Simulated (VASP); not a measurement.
# Te2Mo in VASP: notebook

One slab, Te2Mo, is run at these levels: PBE; tasks: single point, relaxation of cell and atoms.

Program: VASP 6.6.1. These are calculated values, not measurements. Logs are shortened: lines on timing, memory, paths and dates and some standing lists are left out, and cuts for length are marked.

## Step 1: The structure

The cell holds a slab with vacuum, 6 atoms: a = 6.362 Å, b = 3.480 Å, c = 36.176 Å, α = 90.00°, β = 90.14°, γ = 90.00°.

## Step 2: Single point, PBE

File INCAR:

```
PREC     = Accurate       # precision mode
ENCUT    = 520            # plane-wave cutoff, eV
EDIFF    = 1E-7           # SCF threshold, eV
ISMEAR   = 0              # smearing method
SIGMA    = 0.011          # smearing width, eV
LREAL    = F              # projectors in reciprocal space
LASPH    = T              # aspherical terms in the spheres
NELM     = 60             # most SCF steps
ALGO     = Normal         # electronic algorithm
ISIF     = 2              # what is computed and relaxed
LWAVE    = F              # write WAVECAR
LCHARG   = T              # write CHGCAR
GGA      = PE             # functional
LELF     = T              # ELF
LVHAR    = T            
NBANDS   = 35             # bands
```

File KPOINTS:

```
regular mesh
0
Gamma
  4 8 1
```

File POSCAR:

```
Te2Mo
1.0
    6.3616090156      0.0000000000      0.0000000000
    0.0000000000      3.4804030600      0.0000000000
   -0.0857412231      0.0000000000     36.1758904685
Te Mo
4 2
Direct
    0.4292511000      0.7500000000      0.5407035800
    0.5707489000      0.2500000000      0.4592964200
    0.9208478700      0.2500000000      0.5565273200
    0.0791521300      0.7500000000      0.4434726800
    0.1813475600      0.2500000000      0.4974653700
    0.8186524400      0.7500000000      0.5025346300
```

Potentials or basis: VASP PAW PBE potentials, release 64 (Te, Mo_sv).

Started as:

```console
$ cat potpaw_PBE.64/Te/POTCAR potpaw_PBE.64/Mo_sv/POTCAR > POTCAR
$ mpirun -np 1 vasp_std > vasp.out
```

OUTCAR:

```text
PREC = Accurate
   ENCUT = 520
   EDIFF = 1E-7
   ISMEAR = 0
   LREAL = F
   LASPH = T
   NELM = 60
   ISIF = 2
   GGA = PE

 ion  position               nearest neighbor table
   1  0.429  0.750  0.541-   5 2.82   5 2.82   6 2.84   2 3.54   2 3.54   3 3.62   3 3.62
   2  0.571  0.250  0.459-   6 2.82   6 2.82   5 2.84   1 3.54   1 3.54   4 3.62   4 3.62
   3  0.921  0.250  0.557-   6 2.69   6 2.69   5 2.71   1 3.62   1 3.62
   4  0.079  0.750  0.443-   5 2.69   5 2.69   6 2.71   2 3.62   2 3.62
   5  0.181  0.250  0.497-   4 2.69   4 2.69   3 2.71   1 2.82   1 2.82   2 2.84   6 2.90   6 2.90

   6  0.819  0.750  0.503-   3 2.69   3 2.69   4 2.71   2 2.82   2 2.82   1 2.84   5 2.90   5 2.90

  LATTYP: Found a simple monoclinic cell.
 ALAT       =     6.3616090156
 B/A-ratio  =     0.5470947761
 C/A-ratio  =     5.6866104138
 COS(beta)  =    -0.0023701139

  Lattice vectors:

 A1 = (   6.3616090156,   0.0000000000,   0.0000000000)
 A2 = (   0.0000000000,   3.4804030600,   0.0000000000)
 A3 = (  -0.0857412231,   0.0000000000,  36.1758904685)

Analysis of symmetry for initial positions (statically):
=====================================================================
 Subroutine PRICEL returns:
 Original cell was already a primitive cell.

 Routine SETGRP: Setting up the symmetry group for a
 simple monoclinic supercell.

 Subroutine GETGRP returns: Found  4 space group operations
 (whereof  2 operations were pure point group operations)
 out of a pool of  4 trial point group operations.

The static configuration has the point symmetry S_2 .
 The point group associated with its full space group is C_2h.

Analysis of symmetry for dynamics (positions and initial velocities):
=====================================================================
 Subroutine PRICEL returns:
 Original cell was already a primitive cell.

 Routine SETGRP: Setting up the symmetry group for a
 simple monoclinic supercell.

 Subroutine GETGRP returns: Found  4 space group operations
 (whereof  2 operations were pure point group operations)
 out of a pool of  4 trial point group operations.

The dynamic configuration has the point symmetry S_2 .
 The point group associated with its full space group is C_2h.

 Subroutine INISYM returns: Found  4 space group operations
 (whereof  2 operations are pure point group operations),
 and found     1 'primitive' translations

----------------------------------------------------------------------------------------

                                     Primitive cell

  volume of cell :     800.9691

  direct lattice vectors                    reciprocal lattice vectors
     6.361609016  0.000000000  0.000000000     0.157192936  0.000000000  0.000372566
     0.000000000  3.480403060  0.000000000     0.000000000  0.287323044  0.000000000
    -0.085741223  0.000000000 36.175890469     0.000000000  0.000000000  0.027642720

  length of vectors
     6.361609016  3.480403060 36.175992077     0.157193378  0.287323044  0.027642720

  position of ions in fractional coordinates (direct lattice)
     0.429251100  0.750000000  0.540703580
     0.570748900  0.250000000  0.459296420
     0.920847870  0.250000000  0.556527320
     0.079152130  0.750000000  0.443472680
     0.181347560  0.250000000  0.497465370
     0.818652440  0.750000000  0.502534630

  ion indices of the primitive-cell ions
   primitive index   ion index
                 1           1
                 2           2
                 3           3
                 4           4
                 5           5
                 6           6

----------------------------------------------------------------------------------------

 KPOINTS: regular mesh

Automatic generation of k-mesh.
 Grid dimensions read from file:
 generate k-points for:    4    8    1

 Generating k-lattice:

  Cartesian coordinates                     Fractional coordinates (reciprocal lattice)
     0.039298234  0.000000000  0.000093142     0.250000000  0.000000000 -0.000000000
     0.000000000  0.035915380  0.000000000     0.000000000  0.125000000  0.000000000
     0.000000000  0.000000000  0.027642720     0.000000000  0.000000000  1.000000000

  Length of vectors
     0.039298344  0.035915380  0.027642720

  Shift w.r.t. Gamma in fractional coordinates (k-lattice)
     0.000000000  0.000000000  0.000000000

 Subroutine IBZKPT returns following result:
 ===========================================

 Found     15 irreducible k-points:

 Following reciprocal coordinates:
            Coordinates               Weight
  0.000000  0.000000  0.000000      1.000000
  0.250000  0.000000  0.000000      2.000000
  0.500000  0.000000  0.000000      1.000000
  0.000000  0.125000  0.000000      2.000000
  0.250000  0.125000  0.000000      4.000000
  0.500000  0.125000  0.000000      2.000000
  0.000000  0.250000  0.000000      2.000000
  0.250000  0.250000  0.000000      4.000000
  0.500000  0.250000  0.000000      2.000000
  0.000000  0.375000  0.000000      2.000000
  0.250000  0.375000  0.000000      4.000000
  0.500000  0.375000  0.000000      2.000000
  0.000000  0.500000  0.000000      1.000000
  0.250000  0.500000  0.000000      2.000000
  0.500000  0.500000  0.000000      1.000000
   k-points           NKPTS =     15   k-points in BZ     NKDIM =     15   number of bands    NBANDS=     35
   number of dos      NEDOS =    301   number of ions     NIONS =      6
   total plane-waves  NPLWV = 362880
   dimension x,y,z NGX =    48 NGY =   28 NGZ =  270
   dimension x,y,z NGXF=    96 NGYF=   56 NGZF=  540
   ions per type =               4   2
   NGX,Y,Z   is equivalent  to a cutoff of  12.54, 13.37, 12.41 a.u.
   NGXF,Y,Z  is equivalent  to a cutoff of  25.09, 26.75, 24.82 a.u.
 SYSTEM =  unknown system
   PREC   = accura    normal or accurate (medium, high low for compatibility)
   ISTART =      0    job   : 0-new  1-cont  2-samecut
   ICHARG =      2    charge: 1-file 2-atom 10-const
   ISPIN  =      1    spin polarized calculation?
   LNONCOLLINEAR =      F non collinear calculations
   LSORBIT =      F    spin-orbit coupling
   LASPH  =      T    aspherical Exc in radial PAW
   ENCUT  =  520.0 eV  38.22 Ry    6.18 a.u.  11.83  6.47 67.26*2*pi/ulx,y,z
   NELM   =     60;   NELMIN=  2; NELMDL= -5     # of ELM steps
   EDIFF  = 0.1E-06   stopping-criterion for ELM
   LREAL  =      F    real-space projection
   EDIFFG = 0.1E-05   stopping-criterion for IOM
   NSW    =      0    number of steps for IOM
   IBRION =     -1    ionic relax: 0-MD 1-quasi-New 2-CG
   NFREE  =      0    steps in history (QN), initial steepest desc. (CG)
   ISIF   =      2    stress and relaxation
   ISYM   =      2    0-nonsym 1-usesym 2-fastsym
   POTIM  = 0.5000    time-step for ionic-motion
   TEBEG  =    0.0;   TEEND  =   0.0 temperature during run
   PSTRESS=    0.0 pullay stress
   NELECT =      52.0000    total number of electrons
   NUPDOWN=      -1.0000    fix difference up-down
   EMIN   =  10.00;   EMAX   =-10.00  energy-range for DOS
   EFERMI =   0.00;   METHOD = LEGACY
   ISMEAR =     0;   SIGMA  =   0.01  broadening in eV -4-tet -1-fermi 0-gaus
   EFERMI_NEDOS =   21; number of points for ismear=-14 and -15
   IALGO  =     38    algorithm
   IMIX   =      4    mixing-type and parameters
     AMIX     =   0.40;   BMIX     =  1.00
     AMIX_MAG =   1.60;   BMIX_MAG =  1.00
  volume/ion in A,a.u.               =     133.49       900.87
  Fermi-wavevector in a.u.,A,eV,Ry     =   0.657967  1.243377  5.890240  0.432920
  Thomas-Fermi vector in A             =   1.729641
   LORBIT       =      0    0 simple, 1 ext, 2 COOP (PROOUT), +10 PAW based schemes
   GGA     = PE    functional components
   LHFCALC =     F    Hartree Fock is set to
   AEXX    =    0.0000 exact exchange contribution
   IVDW    =     0    specifies the selected vdW correction
   LEPSILON=     F    determine dielectric tensor
   LRPA    =     F    only Hartree local field effects (RPA)
 non-spin polarized calculation
 Gauss-broadening in eV      SIGMA  =   0.01
  energy-cutoff  :      520.00
  volume of cell :      800.97
 maximum number of plane-waves:     21707
 NGX is ok and might be reduce to    48
   NGX = 23   NGY = 13   NGZ =135

 number of electron      51.9999996 magnetization

 Free energy of the ion-electron system (eV)
  ---------------------------------------------------
  ext. energy  EPLUGINS =         0.00000000
  ---------------------------------------------------
  free energy    TOTEN  =       -35.95873603 eV

  energy without entropy =      -35.95834815  energy(sigma->0) =      -35.95854209

 E-fermi :  -2.1949     XC(G=0):  -2.3016

 val. band max:       -2.1949269737   @ k =   0.0000   0.1250   0.0000
 cond. band min:      -2.0838388765   @ k =   0.5000   0.0000   0.0000
 fundamental gap:      0.1110880972
 Fermi energy:        -2.1949269737

 k-point     1 :       0.0000    0.0000    0.0000
  band No.  band energies     occupation
      1     -63.2093      2.00000
      2     -63.1518      2.00000
      3     -37.4535      2.00000
      4     -37.4083      2.00000
      5     -37.3461      2.00000
      6     -37.2456      2.00000
[... 27 lines left out ...]
     34       1.2192      0.00000
     35       1.7191      0.00000

 k-point     2 :       0.2500    0.0000    0.0000
  band No.  band energies     occupation
      1     -63.2092      2.00000
      2     -63.1519      2.00000
      3     -37.4499      2.00000
      4     -37.4080      2.00000
      5     -37.3463      2.00000
      6     -37.2460      2.00000
[... 27 lines left out ...]
     34       1.3886      0.00000
     35       1.9275      0.00000
[... 454 lines left out ...]
     34       1.3113      0.00000
     35       2.8277      0.00000

 k-point    15 :       0.5000    0.5000    0.0000
  band No.  band energies     occupation
      1     -63.1749      2.00000
      2     -63.1749      2.00000
      3     -37.5150      2.00000
      4     -37.5150      2.00000
      5     -37.2985      2.00000
      6     -37.2985      2.00000
[... 27 lines left out ...]
     34       1.2420      0.00000
     35       2.3462      0.00000

------------------------ aborting loop because EDIFF is reached ----------------------------------------

  FORCE on cell =-STRESS in cart. coord.  units (eV):
  Direction    XX          YY          ZZ          XY          YZ          ZX
  --------------------------------------------------------------------------------------
  -------------------------------------------------------------------------------------
  Total        0.5801984      0.1057816      1.2626602      0.0000000      0.0000000      0.0566157
  in kB        1.1605700      0.2115948      2.5256975      0.0000000      0.0000000      0.1132483
  external PRESSURE =       1.2992875 kB  Pullay stress =       0.0000000 kB

 VOLUME and BASIS-vectors are now :
 -----------------------------------------------------------------------------
  energy-cutoff  :      520.00
  volume of cell :      800.97
      direct lattice vectors                 reciprocal lattice vectors
     6.361609016  0.000000000  0.000000000     0.157192936  0.000000000  0.000372566
     0.000000000  3.480403060  0.000000000     0.000000000  0.287323044  0.000000000
    -0.085741223  0.000000000 36.175890469     0.000000000  0.000000000  0.027642720

 POSITION                                       TOTAL-FORCE (eV/Angst)
 -----------------------------------------------------------------------------------
      2.68437      2.61030     19.56043         0.045969      0.000000      0.076646
      3.59150      0.87010     16.61546        -0.045969      0.000000     -0.076646
      5.81036      0.87010     20.13287        -0.016216      0.000000      0.259738
      0.46551      2.61030     16.04302         0.016216     -0.000000     -0.259738
      1.11101      0.87010     17.99625         0.068511      0.000000      0.019784
      5.16486      2.61030     18.17964        -0.068511      0.000000     -0.019784
 -----------------------------------------------------------------------------------
    total drift:                                0.000000     -0.000000     -0.000000

  FREE ENERGIE OF THE ION-ELECTRON SYSTEM (eV)
  ---------------------------------------------------
  free  energy   TOTEN  =       -35.9587360263 eV

  energy  without entropy=      -35.9583481460  energy(sigma->0) =      -35.95854209
```

Wall time 7.7 min (1 thread of Intel Xeon 6975P-C (Granite Rapids), shared host); peak memory 0.92 GiB.

What came out:

```
Free energy            : -35.9587 eV
Largest force          : 0.260 eV/Å
Band gap on the k mesh : none (metal or under the smearing width)
```

Forces in eV/Å, atoms in the order of the input:
```
Te   0.046  0.000  0.077
Te  -0.046  0.000 -0.077
Te  -0.016  0.000  0.260
Te   0.016  0.000 -0.260
Mo   0.069  0.000  0.020
Mo  -0.069  0.000 -0.020
```

The run has no spin-orbit coupling, so splittings on Te are missing.

## Step 3: Single point, PBE

File INCAR:

```
SYSTEM = Te2Mo
PREC = Accurate
ENCUT = 520
EDIFF = 1E-6
ISMEAR = 0
SIGMA = 0.015
LREAL = .FALSE.
LASPH = .TRUE.
NELM = 60
ALGO = Fast
ISIF = 2
LWAVE = .FALSE.
LCHARG = .FALSE.
GGA = PE
```

File KPOINTS:

```
regular mesh
0
G
  4 8 1
  0 0 0
```

POSCAR is that of step 2.

Potentials or basis: VASP PAW PBE potentials, release 64 (Te, Mo_sv).

Started as:

```console
$ cat potpaw_PBE.64/Te/POTCAR potpaw_PBE.64/Mo_sv/POTCAR > POTCAR
$ mpirun -np 1 vasp_std > vasp.out
```

It took 12 min on 1 thread of Intel Xeon Platinum 8375C at 2.90GHz (Ice Lake), shared host; peak memory 0.91 GiB.

It converged, with:

| Property | Result |
| --- | --- |
| Free energy | -35.9589 eV |
| Largest force | 0.260 eV/Å |
| Band gap on the k mesh | none (metal or under the smearing width) |

Forces on the atoms (eV/Å):
```
Te   0.046  0.000  0.077
Te  -0.046  0.000 -0.077
Te  -0.016  0.000  0.260
Te   0.016  0.000 -0.260
Mo   0.069  0.000  0.020
Mo  -0.069  0.000 -0.020
```

Levels at points of the mesh, in eV from the Fermi level:
| k point | band 22 | band 23 | band 24 | band 25 | band 26 | band 27 | band 28 | band 29 | band 30 | band 31 |
| --- | --- | --- | --- | --- | --- | --- | --- | --- | --- | --- |
| (0.00, 0.00, 0.00) | -1.28 | -0.94 | -0.59 | -0.30 | 0.17 | 0.65 | 1.07 | 1.72 | 2.12 | 2.26 |
| (0.50, 0.00, 0.00) | -1.30 | -1.24 | -0.80 | -0.78 | -0.66 | 0.11 | 1.08 | 1.47 | 1.82 | 2.86 |
| (0.00, 0.50, 0.00) | -2.54 | -1.59 | -1.59 | -1.39 | -1.39 | 1.18 | 1.18 | 1.45 | 1.45 | 2.02 |
| (0.50, 0.50, 0.00) | -2.27 | -1.71 | -1.71 | -0.84 | -0.84 | 1.10 | 1.10 | 1.90 | 1.91 | 2.31 |

[end of part 1 of 2]
